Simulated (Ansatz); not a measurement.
# Cu (I4/mmm) in Ansatz: a series of runs

Runs on Cu. Level: HSE06. Tasks: single point, equation of state.

All numbers are computed with Ansatz 0.2.0; they aren't measurements. Logs are shortened: lines on timing, memory, paths and dates and some standing lists are left out, and cuts for length are marked.

**1. Starting point**

Symmetry: I4/mmm, No. 139, tetragonal system. Conventional cell: a = 2.886 Å, b = 2.886 Å, c = 2.752 Å, α = 90.00°, β = 90.00°, γ = 90.00°. Cu (site symmetry 4/mmm) is surrounded by 10 Cu at 2.46 to 2.75 Å.

This isn't the form of Cu at room conditions, which is fcc.

**2. Single point, HSE06, 10.77 Å³/atom (volume scaled by 0.94)**

The input, input:

```
crystal:
  lattice:
    - [-1.413340294, 1.413340294, 1.3479902729]
    - [1.413340294, -1.413340294, 1.3479902729]
    - [1.413340294, 1.413340294, -1.3479902729]
  atoms:
    - { symbol: Cu, position: [0.0, 0.0, 0.0] }
hamiltonian:
  xc: hse06
  pseudopotentials: { kind: paw }
kpoints:
  mp_grid: { grid: [8, 8, 8] }
scf:
  occupations: { method: fermi_dirac, width: 0.05 }
output:
  forces: true
  stress: true
  eigenvalues: true
```

Potentials or basis: Ansatz PAW.

Standard output:

```text
[... 2 lines left out ...]
GPUs: using 1 of 1 available (devices: 1).
Engine: ansatz 0.2.0, x86_64-unknown-linux-gnu
Pseudopotentials: kind: paw
Pseudopotential: Cu, paw, valence charge 19, recommended cutoff 420 eV (normal), Cu.paw.azcp
Functional definition: HSE06
  parameter a = 0.25
  parameter omega = 0.11/bohr
  exchange = pbe_x - a*pbe_x_sr(omega) + a*exact_x_sr(omega)
  correlation = pbe_c
device memory: the entry about to start is reckoned to put 0.6 GiB on a device that reports 52.2 GiB free (of which the cap on the GPU budget leaves the run 18.0 GiB)
GPU FFT provider: cuFFT
GPU libraries: cuBLAS 13.8.2, cuFFT 12.4.0, cuSOLVER 12.3.4
Crystal: 1 atoms, lattice volume = 10.771 Å³
Basis set: ecut = 420 eV, 201 PW (Γ), exchange–correlation on 36×36×36 points (8 copies of the dense FFT grid, shifted against one another)
Bands: 14, of which v1, the nominal top of the filled ones, is band 10 counted from 1 (9 counted from 0)
Symmetry: 16 space group operations
Space group: I4/mmm (ITA 139), of the structure as read, at distance tolerance 2.2e-5 Å
k-points: 59 of 512
Non-local potential: Cu, projectors of the file, l = 0: 3, l = 1: 2, l = 2: 3, l = 3: 1
PAW form: soft (Blöchl's): semilocal exchange-correlation on the pseudo side does not see the compensation charge
PAW frozen core: Cu, regenerated for the run's functional, and the local potential with it (the file was generated under x = pbe(κ = 0.804, μ = 0.2195149727645171), c = pbe(β = 0.06672455060314922))
PAW one-centre angular grid: Cu, 590 points (default); XC on 64 Gauss nodes
Initial density: superposition of atomic densities (neutral atoms: chi_scale 0, normalization atom), corrected by the library's trained network
Initial wavefunctions: pseudopotential atomic-orbital guess
GPU buffer pool allocated for 5832 grid points (all kernels)
GPU transforms: local potential and band sums: pruned to the plane-wave sphere, on 18×18×18
Functional: x = pbe(κ = 0.804, μ = 0.2195149727645171), c = pbe(β = 0.06672455060314922), warm-up for x = pbe(κ = 0.804, μ = 0.2195149727645171) + 0.25 (exact − pbe) at short range (hse, ω = 0.20786987370883472 Å⁻¹), c = pbe(β = 0.06672455060314922); HSE06 as pw.x's `hse` composes it (authors' and Libxc's form: `xc: wpbeh`)
SCF iter   1: F=—  HF=-6625.035262 eV  |F-HF|=—  |Δ(HF+E_count)|=         —  Δρ=2.82e-3  dr2=3.69e-4  ethr=1.77e-3  ⟨swp⟩=7.4  Hψ=3616  notcnv=0
preconditioner: auto → none  [metal: Δε(μ)=0.069 eV  Ē_g=18.396 eV  σ=0.050 eV  W_gap=0.33  n_scr=0 (ndim 8)  ℏωp=37.5 eV  f_vac=0.000  D(μ)=1.03/eV (n_scr^D=12)]
iter 2 solved again at ethr=6.50e-8 eV; its pass at ethr=1.94e-6 eV (dr2=1.23e-5 eV) is discarded
SCF iter   2: F=—  HF=-6625.035237 eV  |F-HF|=—  |Δ(HF+E_count)|=   2.55e-5  Δρ=8.04e-4  dr2=1.24e-5  ethr=6.50e-8  ⟨swp⟩=3.1  Hψ=3455  notcnv=0  defer=1
SCF iter   3: F=—  HF=-6625.035248 eV  |F-HF|=—  |Δ(HF+E_count)|=   1.08e-5  Δρ=3.82e-4  dr2=3.95e-6  ethr=6.50e-8  ⟨swp⟩=2.6  Hψ=1453  notcnv=0  defer=1
SCF iter   4: F=—  HF=-6625.035251 eV  |F-HF|=—  |Δ(HF+E_count)|=   3.11e-6  Δρ=2.39e-5  dr2=2.53e-8  ethr=2.08e-8  ⟨swp⟩=3.0  Hψ=1683  notcnv=0
SCF iter   5: F=—  HF=-6625.035251 eV  |F-HF|=—  |Δ(HF+E_count)|=   1.23e-8  Δρ=2.76e-6  dr2=2.04e-10  ethr=1.33e-10  ⟨swp⟩=3.5  Hψ=1853  notcnv=0
SCF iter   6: F=-6625.035251 eV  HF=-6625.035251 eV  |F-HF|=2.73e-12  |Δ(HF+E_count)|=  6.46e-11  Δρ=4.46e-7  dr2=5.43e-12  ethr=1.07e-12  ⟨swp⟩=4.0  Hψ=2106  notcnv=0
SCF 1 converged in 6 iterations: F = -6625.035251 eV  dr2 = 5.43e-12
device memory: the entry about to start is reckoned to put 1.2 GiB on a device that reports 69.2 GiB free (of which the cap on the GPU budget leaves the run 18.0 GiB)
GPU FFT provider: cuFFT
GPU libraries: cuBLAS 13.8.2, cuFFT 12.4.0, cuSOLVER 12.3.4
[... 2 lines left out ...]
GPU buffer pool allocated for 5832 grid points (all kernels)
GPU transforms: local potential and band sums: pruned to the plane-wave sphere, on 18×18×18
Functional: x = pbe(κ = 0.804, μ = 0.2195149727645171) + 0.25 (exact − pbe) at short range (hse, ω = 0.20786987370883472 Å⁻¹), c = pbe(β = 0.06672455060314922); HSE06 as pw.x's `hse` composes it (authors' and Libxc's form: `xc: wpbeh`)
Exchange kernel: α = 0.2500, screened, ω = 0.2079 Å⁻¹, Wigner–Seitz truncation, v(0) = 1043.6613 eV·Å³, q-mesh 8×8×8, nearest image of the exchange supercell L = 19.29 Å, pair-density grid 12×12×12, without the augmentation charges, whose exchange is taken in its separable form by FFT convolution over the k-point mesh (sized by the pseudopotential files, 15×15×15 at the most), smooth part of the exact exchange by density-matrix convolution in up to 1.38 GiB of GPU memory as planned if the GPU has room (build and FFT work areas not counted)
Frozen-core exchange: fock
[... 10 lines left out ...]
SCF 2 stopped early in 8 iterations: F = -6624.027829 eV  dr2 = 4.91e-6
hybrid outer 1: dexx = +1.338e-2 eV, tail = 1.02e-4 eV
GPU FFT provider: cuFFT
GPU libraries: cuBLAS 13.8.2, cuFFT 12.4.0, cuSOLVER 12.3.4
GPU buffer pool allocated for 5832 grid points (all kernels)
GPU transforms: local potential and band sums: pruned to the plane-wave sphere, on 18×18×18
Exchange kernel: α = 0.2500, screened, ω = 0.2079 Å⁻¹, Wigner–Seitz truncation, v(0) = 1043.6613 eV·Å³, q-mesh 8×8×8, nearest image of the exchange supercell L = 19.29 Å, pair-density grid 12×12×12, without the augmentation charges, whose exchange is taken in its separable form by FFT convolution over the k-point mesh (sized by the pseudopotential files, 15×15×15 at the most), smooth part of the exact exchange by density-matrix convolution in up to 1.38 GiB of GPU memory as planned if the GPU has room (build and FFT work areas not counted)
Frozen-core exchange: fock
[... 4 lines left out ...]
SCF 3 converged in 3 iterations: F = -6624.028339 eV  dr2 = 6.78e-9
  Residual-converged pass: ⟨swp⟩=3.1  Hψ=1908  notcnv=0  max |occ|·‖R‖ = 2.3e-6 eV (tolerance 2.4e-6 eV)  dr2=6.85e-9  dr2_onsite=2.06e-9  max |Δocc| = 2.8e-12
hybrid outer 2: dexx = +7.954e-7 eV, tail = 8.03e-8 eV, Δε = 1.13e-2 eV (about 5.03e-4 eV left of the loop's levels)
GPU FFT provider: cuFFT
GPU libraries: cuBLAS 13.8.2, cuFFT 12.4.0, cuSOLVER 12.3.4
GPU buffer pool allocated for 5832 grid points (all kernels)
GPU transforms: local potential and band sums: pruned to the plane-wave sphere, on 18×18×18
Exchange kernel: α = 0.2500, screened, ω = 0.2079 Å⁻¹, Wigner–Seitz truncation, v(0) = 1043.6613 eV·Å³, q-mesh 8×8×8, nearest image of the exchange supercell L = 19.29 Å, pair-density grid 12×12×12, without the augmentation charges, whose exchange is taken in its separable form by FFT convolution over the k-point mesh (sized by the pseudopotential files, 15×15×15 at the most), smooth part of the exact exchange by density-matrix convolution in up to 1.38 GiB of GPU memory as planned if the GPU has room (build and FFT work areas not counted)
Frozen-core exchange: fock
[... 2 lines left out ...]
SCF 4 converged in 2 iterations: F = -6624.028339 eV  dr2 = 1.09e-9
  Residual-converged pass: ⟨swp⟩=3.0  Hψ=1735  notcnv=0  max |occ|·‖R‖ = 2.4e-6 eV (tolerance 2.4e-6 eV)  dr2=1.11e-9  dr2_onsite=6.12e-10  max |Δocc| = 6.0e-13
hybrid outer 3: dexx = +3.467e-10 eV, tail = 3.47e-9 eV, Δε = 1.46e-4 eV (about 7.18e-5 eV left of the loop's levels), ΔF = 4.73e-29 eV/Å (tail inf)
hybrid SCF converged: 3 outer / 13 inner (+6 warm-up), last move |dexx| = 3.47e-10 eV, tail = 3.47e-9 eV
Stability not checked: this state was not tested for a lower state beside it, because the functional holds exact exchange (a hybrid, or Hartree-Fock), whose exchange loop this test does not read (fock_operator; see scf.lower_state_search)
Free energy (F): -6624.028339 eV
Frozen-core exchange: fock
Harris-Foulkes:  -6624.028339 eV  (|F-HF|=1.26e-9)
Internal energy: -6624.024366 eV  (E = F + TS)
E sigma→0 (E₀):  -6624.026353 eV
Entropy (-TS):   -0.003973 eV (-3.973 meV/atom)
Fermi energy:    18.454939 eV
--- Per-component energies (eV) ---
  E_band       = -383.311387
  E_kinetic    = 302.250662
  E_local      = -3903.272833  (includes V_loc(G=0)·N_el)
  E_nonlocal   = 400.198299
  E_hartree    = 1736.485253
  E_xc         = -72.064113
  E_vxc        = -92.161266  (∫ρ·V_xc dr)
  E_exx        = -109.023471  (= α·E_x^exact, valence–valence)
  E_paw        = -1579.045088  (= ΣΔE_a)
  E_vpaw       = -345.250556  (= ΣTr[D̂ρ^β])
  E_aug_tail   = 0.000359  (compensation charges beyond the density's cutoff)
  E_ewald      = -3399.328166
  E_core_change = -0.225266  (= ΣΔE_core)
  E_smearing   = -0.003973  (= −TS)
  E_closure    = -0.000001  (closes the sum)
  Σ components = -6624.028339   (vs F -6624.028339, Δ=-1.82e-12)
--- Forces (eV/Å), atoms counted from 1 ---
  atom   1  Cu    -0.00000000     0.00000000    -0.00000000
  max |Σ_I F_I| component: 4.73e-29 eV/Å
--- Stress (GPa, compression-positive) ---
       18.790020       0.000000       0.000000
        0.000000      18.790020       0.000000
       -0.000000      -0.000000      19.024262
  P = ⅓ Tr σ = 18.8681 GPa (188.681 kbar)
--- Band table (eV; the first three rows and the last of 59) ---
  k-point 0: bands = ["-100.2138", "-55.9076", "-55.9076", "-55.9055", "7.3770", "13.5124", "13.7286", "13.7286", "14.7209", "14.9500", "45.2788", "45.2788", "46.5522", "49.8798"]
  k-point 1: bands = ["-100.2099", "-55.9345", "-55.9146", "-55.9075", "8.0683", "13.5257", "13.6120", "14.0080", "14.6078", "14.9453", "40.4018", "44.4489", "45.6637", "47.5664"]
  k-point 2: bands = ["-100.2005", "-55.9995", "-55.9365", "-55.9077", "9.8975", "13.3364", "13.6122", "14.5304", "14.7298", "14.9467", "33.5751", "41.6957", "43.6294", "44.4426"]
  k-point 58: bands = ["-100.1665", "-56.0542", "-56.0542", "-56.0346", "11.7000", "11.7692", "15.6678", "15.6678", "15.7570", "27.5705", "27.5705", "29.5911", "33.5391", "34.3967"]
```

It took 17 s on 1 × NVIDIA H100 80GB HBM3 with 2 threads of AMD EPYC 7R13 (Zen 3), shared host; peak memory 1.7 GiB.

Results:

* Free energy: -6624.0283 eV
* Pressure: 18.9 GPa
* Band gap on the k mesh: none (metal or under the smearing width)

Caveat: the k mesh is coarse (spacing up to 0.40 Å⁻¹), so the values aren't converged, least of all with exact exchange; the pressure holds a Pulay correction of +0.5 GPa for the finite cutoff; the PAW data sets come from PBE, with cores solved anew for the run's functional, which leaves a small shift of forces and pressure; the thresholds are loose for stress.

**3. Single point, HSE06, 11.00 Å³/atom (volume scaled by 0.96)**

input, as its differences from that of step 2:

```diff
@@ -2,5 +2,5 @@
   lattice:
-    - [-1.413340294, 1.413340294, 1.3479902729]
-    - [1.413340294, -1.413340294, 1.3479902729]
-    - [1.413340294, 1.413340294, -1.3479902729]
+    - [-1.4232937226, 1.4232937226, 1.3574834749]
+    - [1.4232937226, -1.4232937226, 1.3574834749]
+    - [1.4232937226, 1.4232937226, -1.3574834749]
   atoms:
```

Potentials or basis: Ansatz PAW.

Run time: 16 s. Hardware: 1 × NVIDIA H100 80GB HBM3 with 2 threads of AMD EPYC 7R13 (Zen 3), shared host; peak memory 1.7 GiB.

The run converged. Its results:

- Free energy: -6624.0522 eV
- Pressure: 14.5 GPa
- Band gap on the k mesh: none (metal or under the smearing width)

Caveat: the k mesh is coarse (spacing up to 0.40 Å⁻¹), so the values aren't converged, least of all with exact exchange; the pressure holds a Pulay correction of +0.4 GPa for the finite cutoff; the PAW data sets come from PBE, with cores solved anew for the run's functional, which leaves a small shift of forces and pressure; the thresholds are loose for stress.

**4. Single point, HSE06, 11.23 Å³/atom (volume scaled by 0.98)**

The input, input:

```
crystal:
  lattice:
    - [-1.4331098516, 1.4331098516, 1.3668457257]
    - [1.4331098516, -1.4331098516, 1.3668457257]
    - [1.4331098516, 1.4331098516, -1.3668457257]
  atoms:
    - { symbol: Cu, position: [0.0, 0.0, 0.0] }
hamiltonian:
  xc: hse06
  pseudopotentials: { kind: paw }
kpoints:
  mp_grid: { grid: [8, 8, 8] }
scf:
  occupations: { method: fermi_dirac, width: 0.05 }
output:
  forces: true
  stress: true
  eigenvalues: true
  write_density: true
  write_potential: true
  elf: true
  volumetric_format: npy
```

Run time: 13 s. Hardware: 1 × NVIDIA H100 80GB HBM3 with 2 threads of AMD EPYC 7R13 (Zen 3), shared host; peak memory 1.7 GiB.

The run converged. Its results:

| Quantity | Value |
| --- | --- |
| Free energy | -6624.0701 eV |
| Pressure | 10.6 GPa |
| Band gap on the k mesh | none (metal or under the smearing width) |

Caveat: the k mesh is coarse (spacing up to 0.40 Å⁻¹), so the values aren't converged, least of all with exact exchange; the pressure holds a Pulay correction of +0.4 GPa for the finite cutoff; the PAW data sets come from PBE, with cores solved anew for the run's functional, which leaves a small shift of forces and pressure; the thresholds are loose for stress.

**5. Single point, HSE06, 11.46 Å³/atom**

input, as its differences from that of step 4:

```diff
@@ -2,5 +2,5 @@
   lattice:
-    - [-1.4331098516, 1.4331098516, 1.3668457257]
-    - [1.4331098516, -1.4331098516, 1.3668457257]
-    - [1.4331098516, 1.4331098516, -1.3668457257]
+    - [-1.44279332, 1.44279332, 1.37608145]
+    - [1.44279332, -1.44279332, 1.37608145]
+    - [1.44279332, 1.44279332, -1.37608145]
   atoms:
```

It took 14 s on 1 × NVIDIA H100 80GB HBM3 with 2 threads of AMD EPYC 7R13 (Zen 3), shared host; peak memory 1.8 GiB.

The run converged. Its results:

```yaml
Free_energy: -6624.0828 eV
Pressure: 7.2 GPa
Band_gap_on_the_k_mesh: none (metal or under the smearing width)
```

Caveat: the k mesh is coarse (spacing up to 0.39 Å⁻¹), so the values aren't converged, least of all with exact exchange; the pressure holds a Pulay correction of +0.4 GPa for the finite cutoff; the PAW data sets come from PBE, with cores solved anew for the run's functional, which leaves a small shift of forces and pressure; the thresholds are loose for stress.

**6. Single point, HSE06, 11.69 Å³/atom (volume scaled by 1.02)**

The input, input:

```
crystal:
  lattice:
    - [-1.4523485211, 1.4523485211, 1.3851948378]
    - [1.4523485211, -1.4523485211, 1.3851948378]
    - [1.4523485211, 1.4523485211, -1.3851948378]
  atoms:
    - { symbol: Cu, position: [0.0, 0.0, 0.0] }
hamiltonian:
  xc: hse06
  pseudopotentials: { kind: paw }
kpoints:
  mp_grid: { grid: [8, 8, 8] }
scf:
  occupations: { method: fermi_dirac, width: 0.05 }
output:
  forces: true
  stress: true
  eigenvalues: true
```

Potentials or basis: Ansatz PAW.

Wall time 15 s (1 × NVIDIA H100 80GB HBM3 with 2 threads of AMD EPYC 7R13 (Zen 3), shared host); peak memory 1.7 GiB.

Results (log left out):

| Quantity | Value |
| --- | --- |
| Free energy | -6624.0909 eV |
| Pressure | 4.1 GPa |
| Band gap on the k mesh | none (metal or under the smearing width) |

Caveat: the k mesh is coarse (spacing up to 0.39 Å⁻¹), so the values aren't converged, least of all with exact exchange; the pressure holds a Pulay correction of +0.4 GPa for the finite cutoff; the PAW data sets come from PBE, with cores solved anew for the run's functional, which leaves a small shift of forces and pressure; the thresholds are loose for stress.

**7. Single point, HSE06, 11.92 Å³/atom (volume scaled by 1.04)**

input, as its differences from that of step 6:

```diff
@@ -2,5 +2,5 @@
   lattice:
-    - [-1.4523485211, 1.4523485211, 1.3851948378]
-    - [1.4523485211, -1.4523485211, 1.3851948378]
-    - [1.4523485211, 1.4523485211, -1.3851948378]
+    - [-1.4617796199, 1.4617796199, 1.3941898615]
+    - [1.4617796199, -1.4617796199, 1.3941898615]
+    - [1.4617796199, 1.4617796199, -1.3941898615]
   atoms:
```

It took 14 s on 1 × NVIDIA H100 80GB HBM3 with 2 threads of AMD EPYC 7R13 (Zen 3), shared host; peak memory 1.8 GiB.

The run converged. Its results:

- Free energy: -6624.0950 eV
- Pressure: 1.4 GPa
- Band gap on the k mesh: none (metal or under the smearing width)

Caveat: the k mesh is coarse (spacing up to 0.39 Å⁻¹), so the values aren't converged, least of all with exact exchange; the pressure holds a Pulay correction of +0.4 GPa for the finite cutoff; the PAW data sets come from PBE, with cores solved anew for the run's functional, which leaves a small shift of forces and pressure; the thresholds are loose for stress.

**8. Single point, HSE06, 12.15 Å³/atom (volume scaled by 1.06)**

input, as its differences from that of step 7:

```diff
@@ -2,5 +2,5 @@
   lattice:
-    - [-1.4617796199, 1.4617796199, 1.3941898615]
-    - [1.4617796199, -1.4617796199, 1.3941898615]
-    - [1.4617796199, 1.4617796199, -1.3941898615]
+    - [-1.4710905692, 1.4710905692, 1.4030702911]
+    - [1.4710905692, -1.4710905692, 1.4030702911]
+    - [1.4710905692, 1.4710905692, -1.4030702911]
   atoms:
```

Run time: 21 s. Hardware: 1 × NVIDIA H100 80GB HBM3 with 2 threads of AMD EPYC 7R13 (Zen 3), shared host; peak memory 1.8 GiB.

Results (log left out):

```yaml
Free_energy: -6624.0953 eV
Pressure: -1.0 GPa
Band_gap_on_the_k_mesh: none (metal or under the smearing width)
```

Caveat: the k mesh is coarse (spacing up to 0.39 Å⁻¹), so the values aren't converged, least of all with exact exchange; the pressure holds a Pulay correction of +0.4 GPa for the finite cutoff; the PAW data sets come from PBE, with cores solved anew for the run's functional, which leaves a small shift of forces and pressure; the thresholds are loose for stress.

**9. Equation of state, HSE06**

Potentials or basis: Ansatz PAW.

This step only gathers the single runs of the series.

What came out:

- Equilibrium volume: 12.06 Å³/atom
- Bulk modulus at fixed shape and positions: 123 GPa
- Pressure derivative of the bulk modulus: 5.4

Energy against volume, from the lowest point:
```
volume (Å³/atom)  energy (meV/atom)
          10.771              66.99
          11.000              43.15
          11.229              25.20
          11.458              12.50
          11.687               4.41
          11.916               0.37
          12.146               0.00
```

Caveat: the k mesh is coarse (spacing up to 0.39 Å⁻¹), so the values aren't converged, least of all with exact exchange; the cell was scaled at fixed shape and fractional positions, which overstates the stiffness of a crystal with free parameters, most of all of layers and chains; the PAW data sets were made with another functional, which shifts forces and pressure a little.
